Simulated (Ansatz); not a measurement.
**Yb: the crystal squeezed far**

An exercise on one series of results from a longer session: the logs are not shown, and one member is left open.

Program: Ansatz 0.2.0. Level of theory: DFT PBE, with the methods named in each step. These are calculated values, not measurements.

4 further runs of the same task are left out: 4 that didn't finish. Runs told in other sessions of the task aren't counted.

## The system as given

The structure is hexagonal, space group P6_3/mmc (No. 194). The conventional cell has a = 3.683 Å, b = 3.683 Å, c = 6.047 Å, α = 90.00°, β = 90.00°, γ = 120.00°. Yb (site symmetry -6m2) has 12 Yb at 3.68 to 3.70 Å in its first shell of neighbours.

Structure file:

```
Yb
1.0
     3.68318    0.00000    0.00000
    -1.84159    3.18973    0.00000
     0.00000    0.00000    6.04654
Yb
2
Direct
  0.33333 0.66667 0.25000
  0.66667 0.33333 0.75000
```

Whether this phase is the stable one at these pressures isn't tested.

Atoms are numbered in the order of the input: Yb1, Yb2.

Set-up of the first run:

File input.yaml:

```yaml
crystal:
  lattice:
    - [3.6831818267, 0.0, 0.0]
    - [-1.8415909133, 3.1897290287, 0.0]
    - [0.0, 0.0, 6.0465418745]
  atoms:
    - { symbol: Yb, position: [0.3333333333, 0.6666666667, 0.25] }
    - { symbol: Yb, position: [0.6666666667, 0.3333333333, 0.75] }
kpoints:
  mp_grid: { grid: [12, 12, 7] }
  band_path:
    path:
      - [0.0, 0.0, 0.0]
      - [0.5, 0.0, 0.0]
      - [0.3333333333, 0.3333333333, 0.0]
      - [0.0, 0.0, 0.0]
      - [0.0, 0.0, 0.5]
      - [0.5, 0.0, 0.5]
      - [0.3333333333, 0.3333333333, 0.5]
      - [0.0, 0.0, 0.5]
      - [0.5, 0.0, 0.5]
    npoints: 14
scf:
  occupations: { method: fermi_dirac, width: 0.1 }
hamiltonian:
  xc: pbe
  pseudopotentials: { kind: all_electron, lapw: { basis_error: 0.001 } }
output:
  forces: true
  stress: true
  eigenvalues: true
  populations: true
  dos: { projected: true, de: 0.2, e_range: [-14, 8] }
```

The run is started by

```
ansatz run input.yaml --threads 1 --pin off --max-ram 3072MiB --backend cpu --events-out ev --progress --plain --runs-dir out
```

Among the steps run: The reference volume, LAPW; Volume scaled by 1, crystal datasets; Volume scaled by 0.88, LAPW; Volume scaled by 0.78, LAPW; Volume scaled by 0.68, LAPW; Volume scaled by 0.58, LAPW; Volume scaled by 0.5, LAPW; Volume scaled by 0.43, LAPW; Volume scaled by 0.43, crystal datasets.

One table of the session follows, with a row left open; its other results are not shown here.

```
              method  volume over the first  volume (Å³/atom)  pressure (GPa)
                LAPW                      1            35.518            0.01
                LAPW                   0.88            31.256            2.92
                LAPW                   0.78                 ?               ?
                LAPW                   0.68            24.153           14.18
                LAPW                   0.58            20.601           26.86
                LAPW                    0.5            17.759           44.92
                LAPW                   0.43            15.273           72.79
                 PAW                      1            35.518            0.00
                 PAW                   0.88            31.256            2.91
                 PAW                   0.78            27.704            7.05
                 PAW                   0.68            24.153           14.17
                 PAW                   0.58            20.601           26.86
                 PAW                    0.5            17.759           44.92
                 PAW                   0.43            15.273           72.77
    PAW (core large)                    0.5            17.759           44.92
PAW (level accurate)                   0.43            15.273           73.03
    crystal datasets                      1            35.518            0.01
    crystal datasets                   0.43            15.273           72.79
```

Q: Estimate the row for LAPW, 0.78 from the others.

**Answer.** volume (Å³/atom): 27.704; pressure (GPa): 7.06.

Caveats from the session: Warnings in the runs' records: crystal datasets made, datasets by core.
